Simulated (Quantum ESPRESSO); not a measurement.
Write the native input for Quantum ESPRESSO 7.5 that does the following.

| Quantity | Value |
| --- | --- |
| Task | band structure |
| Functional | LDA |
| Potentials or basis | GBRV 1.5 LDA |
| Cutoff | 762 eV |
| Density cutoff | 6095 eV |
| k mesh | 10 × 10 × 10 |
| Occupations | fermi-dirac, width 0.05 eV |
| Spin | no spin polarisation |
| Form of the LDA correlation | PZ81 |
| Mixing beta | 0.5 |
| Most SCF iterations | 120 |
| SCF threshold | 6e-10 Ry |

Crystal: WS2.

```
W S
1.0
     1.57900    0.91164    6.16333
    -1.57900    0.91164    6.16333
     0.00000   -1.82327    6.16333
W S
1 2
Direct
  0.00000 0.00000 0.00000
  0.58100 0.58100 0.58100
  0.75030 0.75030 0.75030
```

Measurements of this composition are mostly on another form, of space group No. 194.

One way to write it, as run:

pw.in

```
&CONTROL
  calculation = 'scf'
  prefix = 'pwscf'
  outdir = './tmp'
  pseudo_dir = './pseudo'
  tprnfor = .true.
  tstress = .true.
  disk_io = 'low'
/
&SYSTEM
  ibrav = 0
  celldm(1) = 8
  nat = 3
  ntyp = 2
  ecutwfc = 56
  ecutrho = 448
  nbnd = 20
  occupations = 'smearing'
  smearing = 'fd'
  degauss = 0.00367493
/
&ELECTRONS
  conv_thr = 6d-10
  electron_maxstep = 120
  mixing_beta = 0.5
/
ATOMIC_SPECIES
W    183.8400 w_lda_v1.2.uspp.F.UPF
S     32.0600 s_lda_v1.4.uspp.F.UPF
CELL_PARAMETERS alat
  0.3729846938480   0.2153428134085   1.4558765018392
 -0.3729846938480   0.2153428134085   1.4558765018392
  0.0000000000000  -0.4306856267933   1.4558765018392
ATOMIC_POSITIONS crystal
W      0.0000000000    0.0000000000    0.0000000000
S      0.5810000000    0.5810000000    0.5810000000
S      0.7503000000    0.7503000000    0.7503000000
K_POINTS automatic
10 10 10 0 0 0
```

bands.in

```
&CONTROL
  calculation = 'bands'
  prefix = 'pwscf'
  outdir = './tmp'
  pseudo_dir = './pseudo'
  disk_io = 'low'
  verbosity = 'high'
/
&SYSTEM
  ibrav = 0
  celldm(1) = 8
  nat = 3
  ntyp = 2
  ecutwfc = 56
  ecutrho = 448
  nbnd = 20
  occupations = 'smearing'
  smearing = 'fd'
  degauss = 0.00367493
/
&ELECTRONS
  conv_thr = 1d-08
  electron_maxstep = 120
  mixing_beta = 0.5
  diago_full_acc = .true.
  startingwfc = 'random'
/
ATOMIC_SPECIES
W    183.8400 w_lda_v1.2.uspp.F.UPF
S     32.0600 s_lda_v1.4.uspp.F.UPF
CELL_PARAMETERS alat
  0.3729846938480   0.2153428134085   1.4558765018392
 -0.3729846938480   0.2153428134085   1.4558765018392
  0.0000000000000  -0.4306856267933   1.4558765018392
ATOMIC_POSITIONS crystal
W      0.0000000000    0.0000000000    0.0000000000
S      0.5810000000    0.5810000000    0.5810000000
S      0.7503000000    0.7503000000    0.7503000000
K_POINTS crystal
60
 0.0000000000  0.0000000000  0.0000000000 1
 0.0555555556  0.0000000000  0.0000000000 1
 0.1111111111  0.0000000000  0.0000000000 1
 0.1666666667  0.0000000000  0.0000000000 1
 0.2222222222  0.0000000000  0.0000000000 1
 0.2777777778  0.0000000000  0.0000000000 1
 0.3333333333  0.0000000000  0.0000000000 1
 0.3888888889  0.0000000000  0.0000000000 1
 0.4444444444  0.0000000000  0.0000000000 1
 0.5000000000  0.0000000000  0.0000000000 1
 0.5000000000  0.0362504274 -0.0362504274 1
 0.5000000000  0.0725008547 -0.0725008547 1
 0.5000000000  0.1087512821 -0.1087512821 1
 0.5000000000  0.1450017095 -0.1450017095 1
 0.5000000000  0.1812521368 -0.1812521368 1
 0.8187478632  0.5000000000  0.1812521368 1
 0.7868730768  0.5000000000  0.2131269232 1
 0.7549982905  0.5000000000  0.2450017095 1
 0.7231235042  0.5000000000  0.2768764958 1
 0.6912487179  0.5000000000  0.3087512821 1
 0.6593739316  0.5000000000  0.3406260684 1
 0.6274991453  0.5000000000  0.3725008547 1
 0.5956243589  0.5000000000  0.4043756411 1
 0.5637495726  0.5000000000  0.4362504274 1
 0.5318747863  0.5000000000  0.4681252137 1
 0.5000000000  0.5000000000  0.5000000000 1
 0.3333333333  0.3333333333  0.3333333333 1
 0.1666666667  0.1666666667  0.1666666667 1
 0.0000000000  0.0000000000  0.0000000000 1
 0.0309660062  0.0000000000 -0.0309660062 1
 0.0619320124  0.0000000000 -0.0619320124 1
 0.0928980187  0.0000000000 -0.0928980187 1
 0.1238640249  0.0000000000 -0.1238640249 1
 0.1548300311  0.0000000000 -0.1548300311 1
 0.1857960373  0.0000000000 -0.1857960373 1
 0.2167620435  0.0000000000 -0.2167620435 1
 0.2477280498  0.0000000000 -0.2477280498 1
 0.2786940560  0.0000000000 -0.2786940560 1
 0.3096600622  0.0000000000 -0.3096600622 1
 0.3406260684  0.0000000000 -0.3406260684 1
 0.6593739316  0.3406260684  0.0000000000 1
 0.6274991453  0.3725008547  0.0000000000 1
 0.5956243589  0.4043756411  0.0000000000 1
 0.5637495726  0.4362504274  0.0000000000 1
 0.5318747863  0.4681252137  0.0000000000 1
 0.5000000000  0.5000000000  0.0000000000 1
 0.6593739316  0.6593739316  0.1812521368 1
 0.6434365384  0.6434365384  0.2131269232 1
 0.6274991453  0.6274991453  0.2450017095 1
 0.6115617521  0.6115617521  0.2768764958 1
 0.5956243589  0.5956243589  0.3087512821 1
 0.5796869658  0.5796869658  0.3406260684 1
 0.5637495726  0.5637495726  0.3725008547 1
 0.5478121795  0.5478121795  0.4043756411 1
 0.5318747863  0.5318747863  0.4362504274 1
 0.5159373932  0.5159373932  0.4681252137 1
 0.5000000000  0.5000000000  0.5000000000 1
 0.5000000000  0.0000000000  0.0000000000 1
 0.6593739316  0.1703130342  0.1703130342 1
 0.8187478632  0.3406260684  0.3406260684 1
```

Potentials or basis: GBRV 1.5 LDA.

Command:

```sh
$ OMP_NUM_THREADS=1 mpirun -n 2 pw.x -nk 2 -in pw.in > pw.out
$ OMP_NUM_THREADS=1 mpirun -n 2 pw.x -nk 2 -in bands.in > bands.out
```

It gave:

```yaml
Pressure: -3.3 GPa
Largest_force: 0.589 eV/Å
Band_gap_on_the_k_mesh: 0.99 eV, indirect (least direct gap 2.22 eV)
Band_gap_along_the_path: 0.94 eV, indirect (least direct gap 1.89 eV)
```

Caveat: spin-orbit coupling is left out, which moves the levels of the heavy elements.

Wall time 5.8 min on 2 MPI ranks on Arm Neoverse V1, with other jobs on the host, peak memory 0.64 GiB a rank.
